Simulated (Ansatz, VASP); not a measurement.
**Mg in VASP and in Ansatz**

Contents of INCAR:

```
PREC = Accurate ; ENCUT = 520
EDIFF = 1E-6 ; ISMEAR = -1
SIGMA = 0.03 ; LREAL = False
LASPH = True ; NELM = 60
ALGO = Normal ; ISIF = 2
LWAVE = False ; LCHARG = False
GGA = PE ; NBANDS = 7
```

The input KPOINTS:

```
regular mesh
0
Gamma
  16 16 16
```

File POSCAR:

```
Mg
1.0
    0.0000000000      2.2291934254      2.2291934254
    2.2291934254      0.0000000000      2.2291934254
    2.2291934254      2.2291934254      0.0000000000
Mg
1
Direct
    0.0000000000      0.0000000000      0.0000000000
```

Input for Ansatz:

```yaml
crystal:
  lattice:
    - [0.0, 2.2291934254, 2.2291934254]
    - [2.2291934254, 0.0, 2.2291934254]
    - [2.2291934254, 2.2291934254, 0.0]
  atoms:
    - { symbol: Mg, position: [0.0, 0.0, 0.0] }
kpoints:
  mp_grid: { grid: [16, 16, 16] }
  band_path:
    path:
      - [0.0, 0.0, 0.0]
      - [0.5, 0.0, 0.5]
      - [0.625, 0.25, 0.625]
      - [0.375, 0.375, 0.75]
      - [0.0, 0.0, 0.0]
      - [0.5, 0.5, 0.5]
      - [0.5, 0.25, 0.75]
      - [0.5, 0.0, 0.5]
    npoints: 5
scf:
  occupations: { method: fermi_dirac, width: 0.03 }
hamiltonian:
  xc: pbe
  pseudopotentials: { kind: all_electron, lapw: { basis_error: 0.001 } }
output:
  forces: true
  stress: true
  eigenvalues: true
```

Change from the starting cell: volume scaled by 0.98.

Alike in both runs: task single point; functional PBE; k mesh 16 × 16 × 16; occupations fermi-dirac, width 0.03 eV; no spin polarisation.

```csv
,VASP,Ansatz
version,VASP 6.6.1,Ansatz 0.2.0
potentials or method,"VASP PAW PBE potentials, release 64 (Mg)","all-electron LAPW, scalar-relativistic"
plane-wave cutoff (eV),520,see its input
```

Ansatz gave:

| Property | Result |
| --- | --- |
| pressure (GPa) | 1.6 |

Q: Which values does VASP return?

A: Pressure (GPa): 1.5.

Ansatz ran all-electron here, so the differences hold the error of VASP's frozen core and of both bases.
